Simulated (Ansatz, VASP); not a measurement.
**C: VASP beside Ansatz**

Contents of INCAR:

```
  ALGO = Normal
  EDIFF = 1E-6
  ENCUT = 520
  GGA = PE
  ISIF = 2
  ISMEAR = 0
  IVDW = 12
  LASPH = T
  LCHARG = F
  LREAL = F
  LWAVE = F
  NBANDS = 11
  NELM = 60
  PREC = Accurate
  SIGMA = 0.05
```

Contents of KPOINTS:

```
k-points
0
Gamma
  15 15 15
```

The input POSCAR:

```
C
1.0
    1.2324984681      0.7115833223      3.3613878357
   -1.2324984681      0.7115833223      3.3613878357
    0.0000000000     -1.4231666447      3.3613878357
C
2
Direct
    0.1590590155      0.1590590155      0.1590590155
    0.8409409845      0.8409409845      0.8409409845
```

Input for Ansatz:

```yaml
crystal:
  lattice:
    - [1.2324984681, 0.7115833223, 3.3613878357]
    - [-1.2324984681, 0.7115833223, 3.3613878357]
    - [0.0, -1.4231666447, 3.3613878357]
  atoms:
    - { symbol: C, position: [0.1590590155, 0.1590590155, 0.1590590155] }
    - { symbol: C, position: [0.8409409845, 0.8409409845, 0.8409409845] }
basis:
  ecutwfc: 520.0
kpoints:
  mp_grid: { grid: [15, 15, 15] }
hamiltonian:
  xc: pbe
  dispersion: d3bj
scf:
  occupations: { method: gaussian, width: 0.05 }
output:
  forces: true
  stress: true
  eigenvalues: true
```

Change from the starting cell: mode 4 frozen in at -0.076 Å, equal normal strain along x, y and z +0.0000.

Alike in both runs: task single point; functional PBE; dispersion D3(BJ); k mesh 15 × 15 × 15; occupations gaussian, width 0.05 eV; no spin polarisation.

|  | VASP | Ansatz |
| --- | --- | --- |
| version | VASP 6.6.1 | Ansatz 0.2.0 |
| potentials or method | VASP PAW PBE potentials, release 64 (C) | scalar-relativistic, plane waves, PAW |
| plane-wave cutoff (eV) | 520 | 520 |
| valence electrons in the cell | 8 | 8 |

Ansatz gave:

* gap on the k mesh at the Fermi level (eV): 0.92
* least direct gap on the mesh (eV): 0.92
* pressure (GPa): -1.4
* largest component of the traceless stress (GPa): 2.64
* rms of the force components (eV/Å): 1.454

Problem. Estimate VASP's values.

Solution. gap on the k mesh at the Fermi level (eV): 0.93; least direct gap on the mesh (eV): 0.93; pressure (GPa): -0.9; largest component of the traceless stress (GPa): 3.15; rms of the force components (eV/Å): 1.449.

Atom by atom the forces differ by 0.005 eV/Å (rms over components).

Caveats: an odd mesh through Γ misses points on the zone boundary, where band edges often lie; forces of over 1 eV/Å show positions far from the minimum, so gaps and moduli don't describe the material at rest.
